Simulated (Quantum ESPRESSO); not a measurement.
Hf under changes of volume

One of the cells (22.380 Å³/atom); the others are scaled copies at fixed shape and fractional positions:

```xyz
2
Lattice="3.1967 0.0000 0.0000 -1.5983 2.7684 0.0000 0.0000 0.0000 5.0578" Properties=species:S:1:pos:R:3 pbc="T T T"
Hf    1.5984    0.9228    3.7934
Hf    0.0000    1.8456    1.2645
```

| Item | Value |
| --- | --- |
| Program | Quantum ESPRESSO 7.5 |
| Functional | PBEsol |
| Potentials or basis | PseudoDojo 0.4.1 SR PBEsol standard |
| Cutoff | 789 eV |
| Density cutoff | 3157 eV |
| k mesh | 10 × 10 × 5 |
| Occupations | fermi-dirac, width 0.05 eV |
| Spin | no spin polarisation |

| volume (Å³/atom) | energy over the lowest point (meV/atom) | pressure (GPa) |
| --- | --- | --- |
| 21.037 | ? | ? |
| 21.485 | 0.00 | 0.9 |
| 21.933 | 1.00 | -1.4 |
| 22.380 | 8.22 | -3.6 |
| 22.828 | 21.12 | -5.5 |
| 23.276 | 39.21 | -7.3 |
| 23.723 | 62.02 | -8.9 |

Task: What does the run at 21.037 Å³/atom give?

Result: Energy over the lowest point 5.80 meV/atom; pressure 3.4 GPa.

Worked out: A Birch-Murnaghan fit of order 3 (a polynomial in V^(-2/3)) to the other rows has its minimum at 21.64 Å³/atom with B0 = V·E''(V) = 114 GPa and B' = 3.3 at fixed shape and positions, which overstates the stiffness. It gives 5.79 meV/atom at 21.037 Å³/atom, against the run's 5.80, and -dE/dV = 3.4 GPa, against 3.4.

Energies are extrapolated to zero smearing.
